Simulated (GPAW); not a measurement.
# Ga (I4/mmm) in GPAW: further runs, part 3 of 3

GPAW 26.7.0. Earlier steps stand in the parts before.

**6. Optical spectrum, PBE**

This run uses another cell than the first one, of 18.78 Å³/atom, 1.104 times its volume.

File run.py:

```python
from ase.dft.bandgap import bandgap
from ase.io import read, write
from gpaw import GPAW, PW
from gpaw.response.df import DielectricFunction

atoms = read('Ga.xyz')

calc = GPAW(mode=PW(500),
            xc='PBE',
            kpts={'size': (11, 11, 11), 'gamma': True},
            occupations={'name': 'fermi-dirac', 'width': 0.05},
            nbands=7,
            convergence={'density': 1e-06},
            maxiter=150,
            txt='gpaw.txt')
atoms.calc = calc
energy = atoms.get_potential_energy()
calc.write('gs.gpw')
write('result.traj', atoms)
print(f'Energy: {energy:.6f} eV')
print('Fermi level:', round(calc.get_fermi_level(), 4), 'eV')
print(f'Gap: {bandgap(calc)[0]:.4f} eV, direct: {bandgap(calc, direct=True)[0]:.4f} eV')

dense = calc.fixed_density(kpts={'size': (34, 34, 34), 'gamma': True},
                           nbands=18, convergence={'bands': 12, 'eigenstates': 1e-7},
                           update_fermi_level=True, txt='dense.txt')
dense.write('dense.gpw', mode='all')

df = DielectricFunction('dense.gpw', frequencies={'type': 'nonlinear', 'domega0': 0.05, 'omega2': 10},
                        eta=0.1, ecut=50, nbands=12, rate='eta', txt='df.txt')
for direction in ['x', 'z']:
    df.get_dielectric_function(xc='RPA', direction=direction, filename=f'df_{direction}.csv')
```

File Ga.xyz:

```xyz
1
Lattice="-1.4115506858 1.4115506858 2.3565534592 1.4115506858 -1.4115506858 2.3565534592 1.4115506858 1.4115506858 -2.3565534592" Properties=species:S:1:pos:R:3 pbc="T T T"
Ga     0.0000000000      0.0000000000      0.0000000000
```

Potentials or basis: GPAW PAW data sets (gpaw-data 1.2.1), pw.

Run with:

```bash
OMP_NUM_THREADS=1 python run.py
```

gpaw.txt:

```text
__  _  _
 | _ |_)|_||  |
 |__||  | ||/\| - 26.7.0

Input parameters:
  mode=PW(ecut=500.0),
  convergence={'density': 1e-06},
  kpts=MonkhorstPack(size=(11, 11, 11), gamma=True),
  maxiter=150,
  nbands=7,
  occupations=Occupations(name='fermi-dirac', width=0.05),
  xc=XC(name='PBE')

Diagonalizing LCAO Hamiltonian
Converting LCAO to pw mode

       Ga

Atoms  # Å, Bohr magnetons
|   | symbol |        x |        y |        z |    initial magnetic moments |
|---|--------|----------|----------|----------|-----------------------------|
| 0 |     Ga | 0.000000 | 0.000000 | 0.000000 | ( 0.0000,  0.0000,  0.0000) |

Unit cell  # Å
| periodic |         x |         y |         z |  lengths |     angles |
|----------|-----------|-----------|-----------|----------|------------|
|      yes | -1.411551 |  1.411551 |  2.356553 | 3.088413 | 125.606528 |
|      yes |  1.411551 | -1.411551 |  2.356553 | 3.088413 | 125.606528 |
|      yes |  1.411551 |  1.411551 | -2.356553 | 3.088413 |  80.535805 |

Number of symmetries: 16
Symmetry operations  # r_c * U_cc + t_c -> r_c
|    | kind |            matrix            |
|----|------|------------------------------|
|  0 |  σ   |  1, 1, 1,  0, 0,-1,  0,-1, 0 |
|  1 |  C4  |  1, 1, 1,  0, 0,-1, -1, 0, 0 |
|  2 |  E   |  1, 0, 0,  0, 1, 0,  0, 0, 1 |
|  3 |  σ   |  1, 0, 0,  0, 1, 0, -1,-1,-1 |
|  4 |  σ   |  0, 1, 0,  1, 0, 0,  0, 0, 1 |
|  5 |  C2  |  0, 1, 0,  1, 0, 0, -1,-1,-1 |
|  6 |  C2  |  0, 0, 1, -1,-1,-1,  1, 0, 0 |
|  7 |  S4  |  0, 0, 1, -1,-1,-1,  0, 1, 0 |
|  8 |  C4  |  0, 0,-1,  1, 1, 1,  0,-1, 0 |
|  9 |  σ   |  0, 0,-1,  1, 1, 1, -1, 0, 0 |
| 10 |  σ   |  0,-1, 0, -1, 0, 0,  1, 1, 1 |
| 11 |  C2  |  0,-1, 0, -1, 0, 0,  0, 0,-1 |
| 12 |  C2  | -1, 0, 0,  0,-1, 0,  1, 1, 1 |
| 13 |  i   | -1, 0, 0,  0,-1, 0,  0, 0,-1 |
| 14 |  S4  | -1,-1,-1,  0, 0, 1,  1, 0, 0 |
| 15 |  C2  | -1,-1,-1,  0, 0, 1,  0, 1, 0 |

BZ-sampling:
  Number of BZ points: 1331
  Number of IBZ points: 126

  Monkhorst-Pack size: [11, 11, 11]
  Monkhorst-Pack shift: [0, 0, 0]

K-points  # in reciprocal-cell coordinates
|     |                                coordinates |     weight |
|-----|--------------------------------------------|------------|
|   0 | (  0.00000000,   0.00000000,   0.00000000) | 0.00075131 |
|   1 | (  0.09090909,  -0.09090909,   0.00000000) | 0.00300526 |
|   2 | (  0.09090909,  -0.09090909,   0.09090909) | 0.00300526 |
|   3 | (  0.09090909,   0.00000000,   0.00000000) | 0.00601052 |
|   4 | (  0.09090909,   0.09090909,  -0.09090909) | 0.00150263 |
|   5 | (  0.18181818,  -0.18181818,   0.00000000) | 0.00300526 |
|   6 | (  0.18181818,  -0.18181818,   0.09090909) | 0.00601052 |
|   7 | (  0.18181818,  -0.18181818,   0.18181818) | 0.00300526 |
|   8 | (  0.18181818,  -0.09090909,   0.00000000) | 0.01202104 |
|   9 | (  0.18181818,  -0.09090909,   0.09090909) | 0.00601052 |
| ... |                                            |            |
| 125 | (  0.45454545,   0.45454545,   0.45454545) | 0.00601052 |

Plane wave coefficients: 487
Cutoff: 500.0 eV

Spin-components: 1 (collinear spins)
Bands:           7
Projectors:      5
Spin-degeneracy: 2
Datatype:        complex128

Parallelization:
  kpt:    1
  domain: 1
  band:   1

Density:
  Valence electrons: 3.0
  Components: 1
  Grid points: [16 16 16]
  Charge: 0.0  # |e|

Potential:
  Grid points: [16 16 16]

species:
  Ga:
    name:    Gallium
    Z:       31.0
    valence: 3
    core:    28
    charge:  0.0  # [|e|]
    compensation charges:
      type: gauss
      rc: 0.37  # [Å]
      lmax: 2
    cutoffs:
      filter: 2.06  # [Å]
      core: 4.17  # [Å]
    projectors
    | kind |    occ | energy [eV] | rcut [Å] |
    |------|--------|-------------|----------|
    |   4s |  2.000 |      -8.945 |    1.164 |
    |   4p |  1.000 |      -2.580 |    1.164 |
    |    s |        |      18.266 |    1.164 |
    |    p |        |      24.631 |    1.164 |
    |    d |        |       0.000 |    1.164 |

    Using partial waves for Ga as LCAO basis

Reference energy: -52884.671529  # eV

eigensolver:
  PPCG
  Converge bands: occupied
  niter=2

density mixing:
  MSR1-Mixer
  Pratt-step length: 0.05
  Maximum mixing coefficient: 0.75
  Old densities: 10
  SVD Regularization: 0.005
  Good broyden scale: 1.0
  Trust region scale: 1.0
  Backstep threshold: 4.0
  History deletion threshold: 6.0
  Fourier metric: weight=20.0, sigma=0.015

occupation numbers:
  Fermi-Dirac:
    width: 0.0500  # eV

poisson solver:
  ecut: 4000.0  # eV

xc functional:
  name: PBE with 2 nearest neighbor stencil

convergence criteria:
- Maximum integral of absolute [dens]ity change: 1e-06 electrons / valence electron
- Maximum [total energy] change in last 3 cyles: 0.0005 eV / valence electron
- Maximum integral of absolute [eigenst]ate change: 4e-08 eV^2 / valence electron
maximum number of iterations: 150

SCF iterations
|iter     | |      energy | eigst |  dens |
|---------|-|-------------|-------|-------|
|iter:   1| |   -2.909504 | -0.97 |       |
|iter:   2| |   -2.908461 | -3.51 | -1.06 |
|iter:   3| |   -2.898973 | -3.62 | -1.08 |
|iter:   4| |   -2.898233 | -4.53 | -1.64 |
|iter:   5| |   -2.898231c| -6.31 | -2.90 |
|iter:   6| |   -2.898231c| -6.90 | -3.34 |
|iter:   7| |   -2.898231c| -8.06c| -4.73 |
|iter:   8| |   -2.898231c| -8.88c| -5.19 |
|iter:   9| |   -2.898231c| -9.65c| -6.16c|

Converged in 9 steps
Energy contributions relative to reference atoms: (reference = -52884.671529)

Energy contributions:
  Kinetic:           7.825908
  Coulomb:          -6.228200
  Zero:              0.008028
  External:          0.000000
  Xc:               -4.502121
  Entropy:          -0.003691
  Spinorbit:         0.000000
  ----------------------------
  Free energy:      -2.900077
  Extrapolated:     -2.898231

dipole moment: (-3.637310, -3.637310, -6.072411)  # |e|*Ang

Fermi level: 6.249
Eigenvalues  # (at kpt = [0.000, 0.000, 0.000])
| band index |      eig [eV] | occ [0-2] |
|------------|---------------|-----------|
|          0 |        -4.823 |     2.000 |
|          1 |        18.279 |     0.000 |
|          2 |        18.655 |     0.000 |
|          3 |        18.655 |     0.000 |
|          4 |        20.746 |     0.000 |
|          5 |        21.773 |     0.000 |
|          6 |        21.774 |     0.000 |

No gap
No difference between direct/indirect transitions
# Writing to gs.gpw (mode='')
```

Run time: 4.9 min. Hardware: 1 thread of Arm Neoverse V1, shared host; peak memory 0.97 GiB.

What came out:

| Quantity | Value |
| --- | --- |
| Free energy | -2.9001 eV |
| Band gap on the k mesh | none (metal or under the smearing width) |

Dielectric function (mean over the directions given):
| energy (eV) | real part | imaginary part |
| --- | --- | --- |
| 0.88 | -134.04 | 68.18 |
| 1.26 | -74.19 | 57.22 |
| 1.77 | -53.16 | 26.47 |
| 2.30 | -35.12 | 12.51 |
| 2.66 | -26.90 | 8.20 |
| 3.17 | -18.48 | 4.87 |
| 3.69 | -13.78 | 2.78 |
| 4.16 | -10.82 | 2.21 |
| 4.51 | -9.08 | 1.71 |
| 5.01 | -7.21 | 1.25 |
| 5.53 | -5.75 | 0.93 |
| 5.91 | -4.94 | 0.72 |
| 6.39 | -4.10 | 0.61 |
| 6.87 | -3.40 | 0.46 |
| 7.38 | -2.81 | 0.37 |
| 7.81 | -2.40 | 0.31 |
| 8.25 | -2.04 | 0.26 |
| 8.80 | -1.67 | 0.21 |
| 9.18 | -1.45 | 0.18 |
| 9.66 | -1.21 | 0.16 |
| 10.16 | -1.00 | 0.14 |
| 10.67 | -0.81 | 0.12 |
| 11.09 | -0.67 | 0.11 |
| 11.52 | -0.54 | 0.10 |
| 12.08 | -0.40 | 0.09 |
| 12.42 | -0.32 | 0.09 |
| 12.88 | -0.23 | 0.08 |
| 13.48 | -0.12 | 0.08 |
| 13.97 | -0.04 | 0.08 |
| 14.35 | 0.01 | 0.07 |
| 14.86 | 0.07 | 0.07 |
| 15.39 | 0.14 | 0.06 |
| 15.80 | 0.18 | 0.06 |
| 16.36 | 0.24 | 0.06 |
| 16.93 | 0.29 | 0.05 |
| 17.51 | 0.34 | 0.05 |
| 17.96 | 0.37 | 0.05 |
| 18.58 | 0.41 | 0.05 |
| 19.22 | 0.45 | 0.05 |
| 19.87 | 0.48 | 0.04 |

Caveat: the intraband term hangs on this k mesh; the long-wavelength limit can be off by a per cent or two; independent-particle spectra lack excitons.

**7. The runs side by side**

| level | potentials or basis | cell | gap on the mesh (eV) |
| --- | --- | --- | --- |
| PBE | GPAW PAW data sets (gpaw-data 1.2.1), pw | I4/mmm, 17.01 Å³/atom | none |
| LDA | the program's PAW data sets (release 1.2.1) made for this functional, pw | I4/mmm, 17.72 Å³/atom | none |
| AM05 | PAW data sets generated in the run's folder for this functional, pw | I4/mmm, 17.72 Å³/atom | none |
| PBEsol | PAW data sets generated in the run's folder for this functional, pw | I4/mmm, 17.72 Å³/atom | none |
| PBE | GPAW PAW data sets (gpaw-data 1.2.1), pw | I4/mmm, 18.78 Å³/atom | none |

Alike in all rows: task optical spectrum; no spin polarisation; k mesh 11 × 11 × 11; cutoff (eV) 500; smearing fermi-dirac 0.05 eV.

Caveats: the intraband term hangs on this k mesh; the long-wavelength limit can be off by a per cent or two; independent-particle spectra lack excitons.

Total energies depend on the potentials used, so only differences within one code and one set of settings carry meaning.
